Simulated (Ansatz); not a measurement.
**Band table of HgTe**

```
Hg Te
1.0
     0.00000    2.92150    2.92150
     2.92150    0.00000    2.92150
     2.92150    2.92150    0.00000
Hg Te
1 1
Cartesian
  0.0000 0.0000 0.0000
  2.9215 2.9215 2.9215
```

Atoms are numbered in the order listed.

The geometry is COD entry 1538296, unchecked; take it as a test cell.

Spin–orbit coupling is left out, though it moves levels of the heavy atoms by tenths of an eV or more.

All numbers below come from DFT, PBEsol, all-electron LAPW, scalar-relativistic (Ansatz 0.2.0).

Numerical set-up: a Γ-centred 12×12×12 k mesh, Fermi–Dirac smearing of 0.08 eV, basis error target 1 meV/atom, no spin polarisation.

Path points, in fractions of the reciprocal vectors: Γ (0.000, 0.000, 0.000), X (0.500, 0.000, 0.500), U (0.625, 0.250, 0.625), K (0.375, 0.375, 0.750), L (0.500, 0.500, 0.500), W (0.500, 0.250, 0.750). Levels in eV from the Fermi level; bands 21 to 33, counted from the lowest band of the run. The gap is zero.

```
# k(1/Å) point b21 b22 b23 b24 b25 b26 b27 b28 b29 b30 b31 b32 b33
0.000 Γ -13.04 -7.20 -7.20 -7.13 -7.13 -7.13 -0.91 -0.91 -0.91 -0.39 7.65 7.80 7.80
0.077 - -13.02 -7.21 -7.19 -7.14 -7.13 -7.13 -1.32 -0.93 -0.93 0.09 7.26 7.58 7.58
0.154 - -12.96 -7.26 -7.19 -7.14 -7.13 -7.13 -1.83 -0.99 -0.99 0.81 6.81 6.84 7.36
0.230 - -12.87 -7.34 -7.18 -7.16 -7.11 -7.11 -2.28 -1.09 -1.09 1.55 5.88 6.46 7.22
0.307 - -12.76 -7.43 -7.17 -7.17 -7.10 -7.10 -2.66 -1.23 -1.23 2.17 5.09 6.12 7.19
0.384 - -12.61 -7.52 -7.19 -7.16 -7.08 -7.08 -2.96 -1.41 -1.41 2.31 4.84 5.82 7.25
0.461 - -12.45 -7.59 -7.22 -7.14 -7.05 -7.05 -3.20 -1.60 -1.60 1.75 5.34 5.56 7.40
0.538 - -12.29 -7.63 -7.24 -7.13 -7.01 -7.01 -3.38 -1.81 -1.81 0.91 5.33 6.19 7.63
0.614 - -12.13 -7.60 -7.26 -7.11 -6.97 -6.97 -3.54 -2.03 -2.03 0.02 5.14 7.12 7.93
0.691 - -11.99 -7.49 -7.28 -7.10 -6.93 -6.93 -3.69 -2.24 -2.24 -0.84 4.98 8.04 8.29
0.768 - -11.88 -7.30 -7.30 -7.09 -6.89 -6.89 -3.85 -2.43 -2.43 -1.61 4.85 8.69 8.69
0.845 - -11.79 -7.32 -7.07 -7.01 -6.85 -6.85 -4.09 -2.59 -2.59 -2.24 4.75 9.09 9.09
0.922 - -11.74 -7.33 -7.07 -6.82 -6.82 -6.63 -4.45 -2.71 -2.71 -2.66 4.68 9.45 9.45
0.999 - -11.71 -7.34 -7.06 -6.79 -6.79 -6.22 -4.90 -2.87 -2.79 -2.79 4.64 9.72 9.72
1.075 X -11.70 -7.34 -7.06 -6.79 -6.79 -5.95 -5.19 -2.93 -2.81 -2.81 4.63 9.81 9.81
1.102 - -11.70 -7.34 -7.06 -6.79 -6.79 -5.95 -5.18 -3.10 -2.81 -2.64 4.63 9.80 9.80
1.130 - -11.69 -7.34 -7.07 -6.79 -6.79 -5.95 -5.17 -3.32 -2.79 -2.42 4.65 9.75 9.77
1.157 - -11.69 -7.34 -7.08 -6.80 -6.79 -5.96 -5.15 -3.53 -2.76 -2.20 4.68 9.66 9.71
1.184 - -11.68 -7.34 -7.09 -6.82 -6.79 -5.96 -5.12 -3.74 -2.72 -1.98 4.72 9.55 9.64
1.211 - -11.67 -7.34 -7.11 -6.83 -6.79 -5.98 -5.08 -3.95 -2.67 -1.76 4.78 9.41 9.55
1.238 - -11.65 -7.33 -7.13 -6.85 -6.80 -5.99 -5.03 -4.14 -2.61 -1.54 4.84 9.25 9.44
1.265 - -11.64 -7.33 -7.16 -6.87 -6.80 -6.01 -4.97 -4.33 -2.53 -1.33 4.92 9.08 9.33
1.293 - -11.62 -7.33 -7.18 -6.90 -6.80 -6.03 -4.91 -4.51 -2.45 -1.12 5.01 8.88 9.21
1.320 - -11.60 -7.33 -7.21 -6.92 -6.81 -6.06 -4.84 -4.67 -2.36 -0.91 5.10 8.68 9.10
1.347 - -11.59 -7.34 -7.24 -6.94 -6.81 -6.10 -4.81 -4.77 -2.26 -0.71 5.20 8.47 8.98
1.374 - -11.57 -7.34 -7.27 -6.97 -6.82 -6.15 -4.94 -4.69 -2.15 -0.52 5.31 8.25 8.87
1.401 - -11.55 -7.35 -7.30 -6.99 -6.82 -6.20 -5.05 -4.61 -2.04 -0.33 5.41 8.02 8.78
1.428 - -11.53 -7.36 -7.33 -7.02 -6.83 -6.26 -5.14 -4.52 -1.92 -0.15 5.51 7.79 8.61
1.456 U -11.51 -7.37 -7.36 -7.04 -6.83 -6.33 -5.21 -4.43 -1.79 0.02 5.60 7.56 8.43
1.503 - -11.50 -7.40 -7.36 -7.05 -6.83 -6.36 -5.25 -4.36 -1.81 0.20 5.63 7.31 8.29
1.550 - -11.49 -7.44 -7.35 -7.08 -6.83 -6.38 -5.29 -4.23 -1.95 0.52 5.62 6.97 8.10
1.597 - -11.48 -7.48 -7.33 -7.10 -6.83 -6.40 -5.34 -4.08 -2.16 0.91 5.49 6.71 7.90
1.644 - -11.47 -7.52 -7.32 -7.13 -6.83 -6.41 -5.38 -3.89 -2.40 1.34 5.20 6.65 7.68
1.691 - -11.46 -7.55 -7.29 -7.16 -6.83 -6.41 -5.41 -3.69 -2.64 1.74 4.83 6.72 7.46
1.738 - -11.46 -7.56 -7.27 -7.19 -6.82 -6.42 -5.43 -3.50 -2.87 2.07 4.51 6.85 7.24
1.785 - -11.46 -7.57 -7.26 -7.21 -6.82 -6.42 -5.43 -3.38 -2.99 2.20 4.38 7.00 7.07
1.832 - -11.46 -7.56 -7.27 -7.19 -6.82 -6.42 -5.43 -3.50 -2.87 2.07 4.51 6.85 7.24
1.879 - -11.46 -7.55 -7.29 -7.16 -6.83 -6.41 -5.41 -3.69 -2.64 1.74 4.83 6.72 7.46
1.926 - -11.47 -7.52 -7.32 -7.13 -6.83 -6.41 -5.38 -3.89 -2.40 1.34 5.20 6.65 7.68
1.973 - -11.48 -7.48 -7.33 -7.10 -6.83 -6.40 -5.34 -4.08 -2.16 0.91 5.49 6.71 7.90
2.020 - -11.49 -7.44 -7.35 -7.08 -6.83 -6.38 -5.29 -4.23 -1.95 0.52 5.62 6.97 8.10
2.067 - -11.50 -7.40 -7.36 -7.05 -6.83 -6.36 -5.25 -4.36 -1.81 0.20 5.63 7.31 8.29
2.114 K -11.51 -7.37 -7.36 -7.04 -6.83 -6.33 -5.21 -4.43 -1.79 0.02 5.60 7.56 8.43
2.195 - -11.46 -7.45 -7.45 -7.10 -6.85 -6.52 -5.33 -4.14 -1.39 0.52 5.74 6.86 7.90
2.277 - -11.45 -7.57 -7.52 -7.15 -6.88 -6.67 -5.35 -3.82 -0.95 0.99 5.65 6.19 7.41
2.358 - -11.49 -7.68 -7.57 -7.19 -6.90 -6.75 -5.30 -3.48 -0.51 1.44 5.38 5.58 6.96
2.440 - -11.59 -7.74 -7.61 -7.22 -6.93 -6.80 -5.20 -3.13 -0.10 1.89 5.02 5.05 6.57
2.521 - -11.74 -7.73 -7.61 -7.23 -6.96 -6.84 -5.05 -2.78 0.22 2.37 4.62 4.68 6.25
2.603 - -11.93 -7.67 -7.60 -7.24 -6.99 -6.88 -4.84 -2.43 0.41 2.88 4.21 4.52 6.01
2.684 - -12.14 -7.58 -7.56 -7.23 -7.02 -6.93 -4.56 -2.10 0.40 3.36 3.83 4.62 5.85
2.766 - -12.35 -7.51 -7.47 -7.22 -7.05 -6.97 -4.20 -1.79 0.24 3.19 4.13 4.95 5.79
2.847 - -12.54 -7.45 -7.38 -7.20 -7.07 -7.02 -3.76 -1.52 -0.01 2.68 4.76 5.44 5.84
2.929 - -12.71 -7.37 -7.31 -7.18 -7.09 -7.06 -3.25 -1.30 -0.28 2.10 5.46 6.01 6.04
3.010 - -12.85 -7.31 -7.25 -7.16 -7.11 -7.09 -2.67 -1.13 -0.53 1.46 6.17 6.29 6.68
3.092 - -12.95 -7.25 -7.22 -7.15 -7.12 -7.12 -2.05 -1.00 -0.73 0.79 6.68 6.86 7.30
3.173 - -13.02 -7.21 -7.20 -7.14 -7.13 -7.13 -1.39 -0.93 -0.86 0.11 7.17 7.46 7.81
3.255 Γ -13.04 -7.20 -7.20 -7.13 -7.13 -7.13 -0.91 -0.91 -0.91 -0.39 7.65 7.80 7.80
3.321 - -13.02 -7.20 -7.20 -7.14 -7.13 -7.13 -1.29 -0.89 -0.89 -0.02 7.25 7.69 7.69
3.388 - -12.98 -7.22 -7.22 -7.14 -7.13 -7.13 -1.85 -0.85 -0.85 0.52 6.76 7.42 7.42
3.454 - -12.91 -7.25 -7.25 -7.16 -7.11 -7.11 -2.42 -0.78 -0.78 1.04 6.28 7.06 7.06
3.521 - -12.82 -7.29 -7.29 -7.18 -7.10 -7.10 -2.98 -0.69 -0.69 1.52 5.83 6.65 6.65
3.587 - -12.70 -7.34 -7.34 -7.20 -7.07 -7.07 -3.52 -0.57 -0.57 1.94 5.42 6.23 6.23
3.654 - -12.55 -7.39 -7.39 -7.24 -7.05 -7.05 -4.03 -0.44 -0.44 2.28 5.07 5.81 5.81
3.720 - -12.39 -7.45 -7.45 -7.30 -7.02 -7.02 -4.51 -0.30 -0.30 2.52 4.79 5.40 5.40
3.787 - -12.21 -7.50 -7.50 -7.37 -6.99 -6.99 -4.93 -0.16 -0.16 2.64 4.60 5.02 5.02
3.853 - -12.03 -7.55 -7.55 -7.48 -6.97 -6.97 -5.29 -0.01 -0.01 2.65 4.48 4.67 4.67
3.920 - -11.84 -7.60 -7.60 -7.60 -6.94 -6.94 -5.58 0.14 0.14 2.60 4.37 4.37 4.41
3.986 - -11.67 -7.74 -7.63 -7.63 -6.92 -6.92 -5.79 0.26 0.26 2.52 4.11 4.11 4.38
4.053 - -11.52 -7.88 -7.66 -7.66 -6.91 -6.91 -5.93 0.37 0.37 2.45 3.91 3.91 4.37
4.119 - -11.42 -7.98 -7.67 -7.67 -6.90 -6.90 -6.01 0.43 0.43 2.40 3.79 3.79 4.36
4.186 L -11.39 -8.01 -7.68 -7.68 -6.89 -6.89 -6.03 0.46 0.46 2.38 3.75 3.75 4.36
4.240 - -11.39 -8.00 -7.68 -7.67 -6.89 -6.89 -6.03 0.33 0.42 2.49 3.48 3.80 4.68
4.294 - -11.39 -7.97 -7.67 -7.64 -6.89 -6.89 -6.02 0.01 0.28 2.71 3.10 3.99 5.21
4.349 - -11.40 -7.93 -7.65 -7.60 -6.89 -6.89 -6.01 -0.40 0.06 2.79 2.94 4.31 5.78
4.403 - -11.40 -7.87 -7.63 -7.54 -6.89 -6.88 -5.99 -0.83 -0.25 2.56 3.15 4.74 6.33
4.457 - -11.41 -7.81 -7.59 -7.47 -6.88 -6.87 -5.96 -1.27 -0.62 2.41 3.33 5.24 6.83
4.512 - -11.42 -7.74 -7.55 -7.39 -6.88 -6.84 -5.92 -1.71 -1.04 2.31 3.51 5.76 7.17
4.566 - -11.43 -7.69 -7.48 -7.33 -6.87 -6.79 -5.86 -2.13 -1.48 2.25 3.69 6.27 7.32
4.620 - -11.44 -7.65 -7.41 -7.27 -6.86 -6.71 -5.77 -2.52 -1.93 2.22 3.88 6.70 7.29
4.675 - -11.45 -7.61 -7.34 -7.24 -6.85 -6.61 -5.66 -2.89 -2.37 2.21 4.08 6.99 7.18
4.729 - -11.46 -7.58 -7.28 -7.21 -6.83 -6.48 -5.52 -3.23 -2.79 2.20 4.28 7.06 7.08
4.783 - -11.46 -7.56 -7.24 -7.20 -6.81 -6.35 -5.34 -3.52 -3.19 2.21 4.47 6.95 7.03
4.838 - -11.47 -7.54 -7.21 -7.20 -6.80 -6.23 -5.14 -3.75 -3.55 2.21 4.64 6.86 6.92
4.892 - -11.47 -7.53 -7.20 -7.19 -6.79 -6.14 -4.95 -3.91 -3.84 2.21 4.75 6.80 6.82
4.946 W -11.47 -7.53 -7.19 -7.19 -6.79 -6.11 -4.86 -3.96 -3.96 2.21 4.80 6.78 6.78
4.985 - -11.47 -7.52 -7.22 -7.17 -6.79 -6.11 -4.86 -4.09 -3.84 2.11 4.91 6.51 7.07
5.023 - -11.48 -7.50 -7.24 -7.14 -6.79 -6.10 -4.83 -4.21 -3.71 1.85 5.19 6.25 7.37
5.061 - -11.50 -7.47 -7.26 -7.10 -6.79 -6.09 -4.80 -4.34 -3.59 1.49 5.58 6.01 7.68
5.100 - -11.52 -7.42 -7.28 -7.07 -6.79 -6.08 -4.74 -4.46 -3.48 1.08 5.78 6.03 7.99
5.138 - -11.54 -7.37 -7.29 -7.03 -6.79 -6.07 -4.67 -4.57 -3.36 0.66 5.57 6.51 8.32
5.177 - -11.57 -7.32 -7.30 -7.00 -6.79 -6.05 -4.69 -4.58 -3.26 0.22 5.38 7.01 8.64
5.215 - -11.59 -7.31 -7.26 -6.96 -6.79 -6.03 -4.79 -4.46 -3.16 -0.21 5.21 7.50 8.96
5.253 - -11.62 -7.32 -7.21 -6.92 -6.79 -6.01 -4.89 -4.31 -3.08 -0.63 5.06 7.99 9.28
5.292 - -11.64 -7.33 -7.17 -6.89 -6.79 -5.99 -4.97 -4.14 -3.00 -1.04 4.93 8.45 9.57
5.330 - -11.66 -7.33 -7.13 -6.85 -6.79 -5.98 -5.05 -3.94 -2.93 -1.44 4.82 8.88 9.84
5.369 - -11.68 -7.34 -7.10 -6.83 -6.79 -5.96 -5.11 -3.72 -2.88 -1.83 4.74 9.26 9.90
5.407 - -11.69 -7.34 -7.08 -6.80 -6.79 -5.95 -5.15 -3.46 -2.85 -2.19 4.68 9.55 9.85
5.446 - -11.70 -7.34 -7.06 -6.79 -6.79 -5.95 -5.18 -3.18 -2.82 -2.54 4.64 9.75 9.82
5.484 X -11.70 -7.34 -7.06 -6.79 -6.79 -5.95 -5.19 -2.93 -2.81 -2.81 4.63 9.81 9.81
```
